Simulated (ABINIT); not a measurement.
# InP (F-43m): G0W0 with ABINIT, start to end, part 2 of 2

Wanted: ground state, empty states, screening and self-energy for InP (F-43m).

ABINIT 10.8.3; PBE and many-body steps on it, plane waves. Known limits of the many-body steps: not at the basis limit; exchange with frozen shells missing; mesh may overstate the screening; screening head approximate; coarse k mesh.

So far. Step 2 (Ground state): The gap is direct, at Γ. Step 3 (Bands along the symmetry lines): The gap is 0.682 eV, as in the run before at this level.

The database entry behind the starting cell differs from later determinations by our own check (0.1 to 0.3 % short, probably kX units), so it need not match the best structure at ambient conditions.

**4. Empty states on the mesh, 4×4×4 mesh, 72 bands**

Level of this step: DFT, PBE with spin-orbit coupling, plane waves, norm-conserving pseudopotentials (ABINIT).

The sums over transitions need many empty states on a uniform mesh; this step solves for them.

run.abi reads:

```
acell 3*1.0 Angstrom
rprim 
  -0.000000000000 2.930500000000 2.930500000000
  2.930500000000 -0.000000000000 2.930500000000
  2.930500000000 2.930500000000 -0.000000000000
ntypat 2
znucl 49 15
natom 2
typat 1 2
xred 
  0.000000000000 0.000000000000 0.000000000000
  0.250000000000 0.250000000000 0.250000000000
pp_dirpath "pseudos"
pseudos "In.upf, P.upf"
ecut 31
nspinor 2
ngkpt 4 4 4
nshiftk 1
shiftk 0 0 0
kptopt 1
chksymbreak 0
iscf -2
irdden 1
istwfk *1
nband 72
nbdbuf 6
tolwfr 1e-09
nstep 60
prtvol 0
indata_prefix "in"
outdata_prefix "out"
tmpdata_prefix "tmp"
```

Command:

```
$ OMP_NUM_THREADS=1 mpirun -n 4 abinit run.abi > log
```

Numbers of over 12 decimals in the logs are rounded to 6 here.

What it wrote:

```text
.Version 10.8.3 of ABINIT. v10.8.2 released Aug 2026.

 Symmetries : space group F-4 3 m (#216); Bravais cF (face-center cubic)
[... echo of the input left out ...]
== DATASET  1 ==================================================================
-   mpi_nproc: 4, omp_nthreads: 1 (-1 if OMP is not activated)

--- !DatasetInfo
iteration_state: {dtset: 1, }
dimensions: {natom: 2, nkpt: 8, mband: 72, nsppol: 1, nspinor: 2, nspden: 1, mpw: 2826, }
cutoff_energies: {ecut:  31.0, pawecutdg:  -1.0, }
electrons: {nelect:   1.80000000E+01, charge:   0.00000000E+00, occopt:   1.00000000E+00, tsmear:   1.00000000E-02, }

 Real(R)+Recip(G) space primitive vectors, cartesian coordinates (Bohr,Bohr^-1):
 R(1)=  0.0000000  5.5378424  5.5378424  G(1)= -0.0902879  0.0902879  0.0902879
 R(2)=  5.5378424  0.0000000  5.5378424  G(2)=  0.0902879 -0.0902879  0.0902879
 R(3)=  5.5378424  5.5378424  0.0000000  G(3)=  0.0902879  0.0902879 -0.0902879
 Unit cell volume ucvol=  3.3966576E+02 bohr^3
 Angles (23,13,12)=  6.00000000E+01  6.00000000E+01  6.00000000E+01 degrees

 getcut: wavevector=  0.0000  0.0000  0.0000  ngfft=  40  40  40
         ecut(hartree)=     31.000   => boxcut(ratio)=   2.03779

--- Pseudopotential description ------------------------------------------------
- In Generated using ONCVPSP code by D. R. Hamann
- 49.00000  13.00000  180423                  znucl, zion, pspdat
12 -101130 2 -1 1986                          pspcod,pspxc,lmax,lloc,mmax
     nproj     2     4     2     0
     spin-orbit psp
        nprojso     4     3     0
  pspatm : epsatm=   25.32731529
         --- l  ekb(1:nproj) -->
             0    1.932747   13.004551
             1    6.016821    1.017828    0.037194    0.000172
             2   -4.038901   -1.236837
  spin-orbit 1    1.025479   -0.347638    0.083658   -0.005251
  spin-orbit 2    0.041541    0.016644   -0.000153
 pspatm: atomic psp has been read  and splines computed

- P Generated using ONCVPSP code by D. R. Hamann
- 15.00000   5.00000  180423                  znucl, zion, pspdat
12 -101130 2 -1 1298                          pspcod,pspxc,lmax,lloc,mmax
     nproj     2     3     2     0
     spin-orbit psp
        nprojso     3     3     0
  pspatm : epsatm=    8.06211112
         --- l  ekb(1:nproj) -->
             0    1.052847    6.598958
             1    3.371810    0.885290    0.000254
[...]
spin-orbit 1    0.099751   -0.022775    0.007813
  spin-orbit 2    0.001367    0.000277   -0.000084
 pspatm: atomic psp has been read  and splines computed

--------------------------------------------------------------------------------

================================================================================
 prteigrs : about to open file out_EIG
 Non-SCF case, kpt    1 (  0.00000  0.00000  0.00000), residuals and eigenvalues=
  1.39E-10  3.03E-10  4.62E-10  7.58E-10  3.39E-10  4.68E-10  1.82E-10  2.36E-10
  4.26E-10  6.12E-10  3.25E-10  6.02E-10  3.20E-10  6.09E-10  1.41E-10  2.39E-10
  2.65E-10  4.90E-10  3.15E-10  9.60E-10  2.87E-10  5.49E-10  1.86E-10  2.97E-10
[...]
-3.7523E-01 -3.7523E-01 -3.7523E-01 -3.7523E-01 -3.4641E-01 -3.4641E-01
 -3.4269E-01 -3.4269E-01 -3.4269E-01 -3.4269E-01 -2.5881E-01 -2.5881E-01
  1.6199E-01  1.6199E-01  1.6563E-01  1.6563E-01  1.6563E-01  1.6563E-01
[...]
1.0726E+00  1.0726E+00  1.1988E+00  1.1988E+00  1.3865E+00  1.3865E+00
  1.4085E+00  1.4085E+00  1.4085E+00  1.4085E+00  1.4468E+00  1.4478E+00
 prteigrs : prtvol=0 or 1, do not print more k-points.

--- !ResultsGS
iteration_state: {dtset: 1, }
comment   : Summary of ground state results
lattice_vectors:
- [ -0.0000000,   5.5378424,   5.5378424, ]
- [  5.5378424,  -0.0000000,   5.5378424, ]
- [  5.5378424,   5.5378424,  -0.0000000, ]
lattice_lengths: [   7.83169,    7.83169,    7.83169, ]
lattice_angles: [ 60.000,  60.000,  60.000, ] # degrees, (23, 13, 12)
lattice_volume:   3.3966576E+02
convergence: {deltae:  0.000E+00, res2:  0.000E+00, residm:  9.914E-10, diffor:  0.000E+00, }
etotal    :  -7.33614874E+01
entropy   :   0.00000000E+00
fermie    :   1.65625457E-01
cartesian_stress_tensor: null
pressure_GPa: null
xred      :
- [  0.0000E+00,   0.0000E+00,   0.0000E+00, In]
- [  2.5000E-01,   2.5000E-01,   2.5000E-01,  P]
cartesian_forces: null
force_length_stats: {min: null, max: null, mean: null, }

 Integrated electronic density in atomic spheres:
 ------------------------------------------------
 Atom  Sphere_radius  Integrated_density
[...]
================================================================================

 ----iterations are completed or convergence reached----

 Mean square residual over all n,k,spin=   53.329E-11; max=  99.142E-11
 reduced coordinates (array xred) for    2 atoms
       0.000000000000      0.000000000000      0.000000000000
       0.250000000000      0.250000000000      0.250000000000

 cartesian coordinates (angstrom) at end:
    1      0.000000     0.000000     0.000000
    2      1.465250     1.465250     1.465250
 length scales=  1.889726125908  1.889726125908  1.889726125908 bohr
              =  1.000000000000  1.000000000000  1.000000000000 angstroms
 prteigrs : about to open file out_EIG
 Eigenvalues (hartree) for nkpt=   8  k points:
 kpt#   1, nband= 72, wtk=  0.01563, kpt=  0.0000  0.0000  0.0000 (reduced coord)
[...]
1.07262    1.07262    1.07262    1.07262    1.07262    1.07262    1.19879    1.19879
   1.38646    1.38646    1.40847    1.40847    1.40847    1.40847    1.44677    1.44784
 prteigrs : prtvol=0 or 1, do not print more k-points.

== END DATASET(S) ==============================================================
================================================================================

 -outvars: echo values of variables after computation  --------
            nband          72
             nkpt           8
          spgroup         216
 [... the other variables as echoed above ...]

 Calculation completed.
```

Elapsed: 38 s, on 4 MPI ranks of Arm Neoverse V2, shared host; peak memory 0.32 GiB.

This step gave:

- gap: 0.6819 eV
- k of the valence top: 0, 0, 0
- k of the conduction bottom: 0, 0, 0
- least direct gap: 0.6819 eV
- k points computed: 8
- lowest point of the top converged band, above the valence top: 27.48 eV

On this mesh the gap is 0.682 eV.

**5. Screening, 4×4×4 mesh, 66 bands, screening to 98 eV**

The RPA dielectric matrix is built and inverted for each q.

This step: RPA screening on PBE with spin-orbit coupling, plane waves, norm-conserving pseudopotentials.

run.abi: that of step 4 with these lines changed.

```diff
@@ -21,10 +21,11 @@
 chksymbreak 0
-iscf -2
-irdden 1
 istwfk *1
-nband 72
-nbdbuf 6
-tolwfr 1e-09
-nstep 60
-prtvol 0
+occopt 1
+irdwfk 1
+optdriver 3
+nband 66
+ecuteps 3.6
+inclvkb 0
+awtr 1
+symchi 1
 indata_prefix "in"
```

What it wrote:

```text
.Version 10.8.3 of ABINIT. v10.8.2 released Aug 2026.

 Symmetries : space group F-4 3 m (#216); Bravais cF (face-center cubic)
[... echo of the input left out ...]
== DATASET  1 ==================================================================
-   mpi_nproc: 4, omp_nthreads: 1 (-1 if OMP is not activated)

--- !DatasetInfo
iteration_state: {dtset: 1, }
dimensions: {natom: 2, nkpt: 8, mband: 66, nsppol: 1, nspinor: 2, nspden: 1, mpw: 2826, }
cutoff_energies: {ecut:  31.0, pawecutdg:  -1.0, }
electrons: {nelect:   1.80000000E+01, charge:   0.00000000E+00, occopt:   1.00000000E+00, tsmear:   1.00000000E-02, }

 SCREENING: Calculation of the susceptibility and dielectric matrices

 Based on a program developped by R.W. Godby, V. Olevano, G. Onida, and L. Reining.
 Incorporated in ABINIT by V. Olevano, G.-M. Rignanese, and M. Torrent.
.Using double precision arithmetic ; gwpc =  8

[... cell and pseudopotentials left out ...]
--------------------------------------------------------------------------------

 ==== K-mesh for the wavefunctions ====
 Number of points in the irreducible wedge :     8
[... list of points left out ...]
 Together with 24 symmetry operations and time-reversal symmetry
 yields    64 points in the full Brillouin Zone.

 ==== Q-mesh for the screening function ====
 Number of points in the irreducible wedge :     8
[... list of points left out ...]
 Together with 24 symmetry operations and time-reversal symmetry
 yields    64 points in the full Brillouin Zone.

 setmesh: FFT mesh size selected  =    25x   25x   25
          total number of points  =        15625

 vcoul_init : cutoff-mode = AUXILIARY_FUNCTION
 q-points for optical limit:   1
     1)      0.000010    0.000020    0.000030

- screening: taking advantage of time-reversal symmetry
- Maximum band index for partially occupied states nbvw = 18
- Remaining bands to be divided among processors   nbcw = 48
- Number of bands treated by each node ~12

 Number of electrons calculated from density =   18.0000; Expected =   18.0000
 average of density, n =  0.052993
 r_s =    1.6516
 omega_plasma =   22.2058 [eV]

 calculating chi0 at frequencies [eV] :
  1    0.000000E+00    0.000000E+00
  2    0.000000E+00    2.220578E+01

--------------------------------------------------------------------------------
  q-point number  1        q = ( 0.000000, 0.000000, 0.000000) [r.l.u.]
--------------------------------------------------------------------------------
[... chi0 elements left out ...]
 For q-point:  0.000010 0.000020 0.000030
  dielectric constant =  42.0919
  dielectric constant without local fields =  44.7213

  Average fulfillment of the sum rule on Im[epsilon] for q-point    1 :     36.76  [%]
[... wings left out ...]
  q-point number  2        q = ( 0.250000, 0.000000, 0.000000) [r.l.u.]
--------------------------------------------------------------------------------
[... chi0 elements left out ...]
  Average fulfillment of the sum rule on Im[epsilon] for q-point    2 :     57.46  [%]

 [... 6 further q-points ...]
```

Run time: 21 s. Hardware: 4 MPI ranks; peak memory 0.81 GiB.

Numbers from this step:

* ε∞ with local fields, on this mesh, along the program's q direction: 42.09
* the same without local fields: 44.72
* plasma frequency: 22.21 eV
* plane waves in the screening matrix: 113

Local fields lower ε∞ by 6 %. On a Γ-centred mesh this coarse the value itself is usually too large, while a short band sum pulls it down.

**6. Self-energy, 4×4×4 mesh, 66 bands, screening to 98 eV**

The self-energy is evaluated for the states that the input lists, and the levels follow from it, in one-shot runs by the linearised quasiparticle equation.

This step: G0W0 on PBE with spin-orbit coupling, plane waves, norm-conserving pseudopotentials.

run.abi: that of step 5 with these lines changed.

```diff
@@ -24,8 +24,15 @@
 irdwfk 1
-optdriver 3
+optdriver 4
 nband 66
+gwcalctyp 0
+ecutsigx 31
+symsigma 0
+nkptgw 1
+kptgw 
+  0.0000000000 0.0000000000 0.0000000000
+bdgw 
+  15 22
 ecuteps 3.6
-inclvkb 0
-awtr 1
-symchi 1
+irdscr 1
+ppmodel 1
 indata_prefix "in"
```

What it wrote:

```text
.Version 10.8.3 of ABINIT. v10.8.2 released Aug 2026.

 Symmetries : space group F-4 3 m (#216); Bravais cF (face-center cubic)
[... echo of the input left out ...]
== DATASET  1 ==================================================================
-   mpi_nproc: 4, omp_nthreads: 1 (-1 if OMP is not activated)

--- !DatasetInfo
iteration_state: {dtset: 1, }
dimensions: {natom: 2, nkpt: 8, mband: 66, nsppol: 1, nspinor: 2, nspden: 1, mpw: 2826, }
cutoff_energies: {ecut:  31.0, pawecutdg:  -1.0, }
electrons: {nelect:   1.80000000E+01, charge:   0.00000000E+00, occopt:   1.00000000E+00, tsmear:   1.00000000E-02, }

 SIGMA: Calculation of the GW corrections

 Based on a program developped by R.W. Godby, V. Olevano, G. Onida, and L. Reining.
 Incorporated in ABINIT by V. Olevano, G.-M. Rignanese, and M. Torrent.
.Using double precision arithmetic ; gwpc =  8

[... cell and pseudopotentials left out ...]
--------------------------------------------------------------------------------

 ==== K-mesh for the wavefunctions ====
 Number of points in the irreducible wedge :     8
[... list of points left out ...]
 Together with 24 symmetry operations and time-reversal symmetry
 yields    64 points in the full Brillouin Zone.

 ==== Q-mesh for screening function ====
 Number of points in the irreducible wedge :     8
[... list of points left out ...]
 Together with 24 symmetry operations and time-reversal symmetry
 yields    64 points in the full Brillouin Zone.

 vcoul_init : cutoff-mode = AUXILIARY_FUNCTION
 q-points for optical limit:   1
     1)      0.000010    0.000020    0.000030
 setmesh: FFT mesh size selected  =    40x   40x   40
          total number of points  =        64000

 Number of electrons calculated from density =   18.0000; Expected =   18.0000
 average of density, n =  0.052993
 r_s =    1.6516
 omega_plasma =   22.2058 [eV]

 === KS Band Gaps ===
  >>>> For spin  1
   Minimum direct gap =   0.6821 [eV], located at k-point      :   0.0000  0.0000  0.0000
   Fundamental gap    =   0.6821 [eV], Top of valence bands at :   0.0000  0.0000  0.0000
                                       Bottom of conduction at :   0.0000  0.0000  0.0000
 SIGMA fundamental parameters:
 PLASMON POLE MODEL  1
 number of plane-waves for SigmaX                 2741
 number of plane-waves for SigmaC and W            113
 number of plane-waves for wavefunctions          2741
 number of bands                                    66
 number of independent spin polarizations            1
 number of spinorial components                      2
 number of k-points in IBZ                           8
 number of q-points in IBZ                           8
 number of symmetry operations                      24
 number of k-points in BZ                           64
 number of q-points in BZ                           64
 number of frequencies for dSigma/dE                 9
 frequency step for dSigma/dE [eV]                0.25
 number of omega for Sigma on real axis              0
 max omega for Sigma on real axis  [eV]           0.00
 zcut for avoiding poles [eV]                     0.10

 EPSILON^-1 parameters (SCR file):
 dimension of the eps^-1 matrix on file            113
 dimension of the eps^-1 matrix used               113
 number of plane-waves for wavefunctions          2741
 number of bands                                    66
 number of q-points in IBZ                           8
 number of frequencies                               2
 number of real frequencies                          1
 number of imag frequencies                          1

 matrix elements of self-energy operator (all in [eV])

 Perturbative Calculation

--- !SelfEnergy_ee
iteration_state: {dtset: 1, }
kpoint     : [   0.000,    0.000,    0.000, ]
spin       : 1
KS_gap     :    0.682
QP_gap     :    1.001
Delta_QP_KS:    0.319
data: !SigmaeeData |
     Band     E0 <VxcDFT>   SigX SigC(E0)      Z dSigC/dE  Sig(E)    E-E0       E
       15   4.507 -12.509 -14.154   1.895   0.770  -0.298 -12.317   0.192   4.699
       16   4.507 -12.509 -14.155   1.895   0.770  -0.298 -12.317   0.192   4.699
       17   4.507 -12.509 -14.156   1.896   0.770  -0.298 -12.317   0.192   4.699
       18   4.507 -12.509 -14.155   1.895   0.770  -0.298 -12.317   0.192   4.699
       19   5.189 -11.288  -7.489  -3.148   0.786  -0.273 -10.777   0.511   5.700
       20   5.189 -11.288  -7.489  -3.148   0.786  -0.273 -10.777   0.511   5.700
       21   8.254 -10.312  -6.480  -3.322   0.791  -0.264  -9.908   0.404   8.658
       22   8.254 -10.312  -6.482  -3.320   0.791  -0.264  -9.909   0.404   8.658

== END DATASET(S) ==============================================================
================================================================================

 -outvars: echo values of variables after computation  --------
           etotal      0.0000000000E+00
            nband          66
             nkpt           8
          spgroup         216
 [... the other variables as echoed above ...]

 Calculation completed.
```

Elapsed: 19 s, on 4 MPI ranks; peak memory 0.84 GiB.

Numbers from this step:

```
G0W0 gap on the points computed              : 1.001 eV
starting gap on the mesh                     : 0.6819 eV
k of the valence top                         : 0, 0, 0
k of the conduction bottom                   : 0, 0, 0
Z at the valence top                         : 0.77
Z at the conduction bottom                   : 0.786
least direct G0W0 gap on the computed points : 1.001 eV
```

The gap on the mesh goes from 0.68 eV to 1.00 eV, a correction of +0.32 eV.

Limits: finite bands, cutoff and mesh; exchange with frozen shells missing; screening head approximate; coarse k mesh. v1 is the top filled band, c1 the lowest empty one. The levels before and after the correction (eV, zero at the valence-band top of each column):

```
           conduction bottom  valence top
Kohn-Sham               0.68         0.00
     G0W0               1.00         0.00
```

```csv
,level,energy (eV)
Kohn-Sham,Γ v4-v1,0.000
Kohn-Sham,Γ c1-c2,0.682
Kohn-Sham,Γ c3-c4,3.747
G0W0,Γ v4-v1,0.000
G0W0,Γ c1-c2,1.001
G0W0,Γ c3-c4,3.959
```

**7. Where the time went**

Times are wall times on 4 MPI ranks of Arm Neoverse V2, shared host, good to a factor of about two.

```
                          step  time  share  memory (GiB)
                  ground state  32 s   22 %          0.33
bands along the symmetry lines  33 s   23 %          0.33
      empty states on the mesh  38 s   27 %          0.32
                     screening  21 s   15 %          0.81
                   self-energy  19 s   13 %          0.84
```

**8. Results**

```yaml
pbe_gap: 0.68 eV, direct
g0w0_gap_on_the_mesh: 1.00 eV
gw_settings: 4×4×4 mesh, 66 bands, screening to 98 eV, Godby-Needs plasmon pole
known_limits: not at the basis limit; exchange with frozen shells missing; mesh may overstate the screening; screening head approximate; coarse k mesh
```

What this shows: G0W0 moves the gap on the mesh from 0.68 eV to 1.00 eV (+0.32 eV), with Z of 0.77 and 0.79 at the edges. Local fields lower the RPA ε∞ on this mesh from 44.72 to 42.09; a Γ-centred mesh this coarse tends to raise both, most where the direct gap is narrow, while a short band sum lowers them. Only 1 of the mesh's irreducible points was corrected, so a valley elsewhere could overtake. Bands and cutoff are finite, so the gap is not at the basis limit. The miss can reach some tenths of an eV and take either sign; the mesh is an error of its own. In the G0W0 run levels were corrected at 1 k point alone, so a gap called «on the mesh» is the least over those, and an edge elsewhere would be missed. The 4×4×4 mesh is coarse for this cell, which bears on the long-range parts of exchange and screening. The norm-conserving file of at least one element keeps a d shell over frozen s and p shells of the same row. Exchange with those shells is missing from the self-energy, an error of 0.3 to 0.9 eV in cases checked, whose sign depends on which edge lies on those atoms. The RPA ε∞ on this mesh reaches over 25; with a narrow direct gap a coarse mesh can overstate it, and the correction is then too small. The long-wavelength limit of the screening leaves out the non-local commutator, which shifts ε∞.

[Paths, hosts, dates, memory and timing lines, banners, echoed tables and standing remarks are left out of the program output.]

[Logs are printed without paths, hosts, clocks, repeated set-up lines and the standing remarks that a program may print on its own settings, such as how far it seeks lower states.]

[Runs of the session that timed out or met a known fault of the program may be left out.]

[Hosts, paths, dates, database ids (printed as entryN), source tags and the programs' standing remarks are cut or masked in the printed files.]

[G0W0 gaps are taken among the corrected bands and points alone; a level outside them can change the order at an edge.]

[Where Ansatz stands beside ABINIT at settings called matched, ABINIT's density can come from a denser mesh and the files from another edition; pairs whose starting gaps differed by over 0.03 eV were left out, so agreement reads better than it is.]
